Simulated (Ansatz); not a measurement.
# Ga (diamond type): the cost of one run

Method: DFT, PBE, PAW with Ansatz's default frozen-core files, scalar-relativistic, in Ansatz 0.2.0.

### Step 1. The starting structure

It takes space group Fd-3m (No. 227, cubic). The conventional cell has a = 5.749 Å, b = 5.749 Å, c = 5.749 Å, α = 90.00°, β = 90.00°, γ = 90.00°. Around Ga (site symmetry -43m) lie 4 Ga at 2.49 Å.

Structure file:

```cif
data_structure
_symmetry_space_group_name_H-M 'P 1'
_symmetry_Int_Tables_number 1
_cell_length_a 4.0651
_cell_length_b 4.0651
_cell_length_c 4.0651
_cell_angle_alpha 60.000
_cell_angle_beta 60.000
_cell_angle_gamma 60.000
_cell_volume 47.50
loop_
_atom_site_label
_atom_site_type_symbol
_atom_site_fract_x
_atom_site_fract_y
_atom_site_fract_z
_atom_site_occupancy
Ga1 Ga 0.87500 0.87500 0.87500 1
Ga2 Ga 0.12500 0.12500 0.12500 1
```

Whether this phase is the stable one at these pressures isn't tested.

Atoms are numbered in the order of the input: Ga1, Ga2.

### Step 2. Cell relaxed at zero pressure, PAW

input.yaml reads:

```yaml
crystal:
  lattice:
    - [0.0, 2.8744485395, 2.8744485395]
    - [2.8744485395, 0.0, 2.8744485395]
    - [2.8744485395, 2.8744485395, 0.0]
  atoms:
    - { symbol: Ga, position: [-0.125, -0.125, -0.125] }
    - { symbol: Ga, position: [0.125, 0.125, 0.125] }
kpoints:
  mp_grid: { grid: [11, 11, 11] }
scf:
  occupations: { method: fermi_dirac, width: 0.05 }
hamiltonian:
  xc: pbe
  pseudopotentials: { kind: paw }
output:
  forces: true
  stress: true
relax:
  f_tol: 0.005
  max_steps: 40
  cell: {}
```

Started as:

```bash
$ ansatz run input.yaml --threads 1 --pin off --max-ram 2048MiB --backend cpu --events-out ev --progress --plain --runs-dir out
```

What time and memory should one allow on 1 thread of Intel Xeon 6975P-C (Granite Rapids), shared host?

About 5.2 s, with a peak of 0.41 GiB.
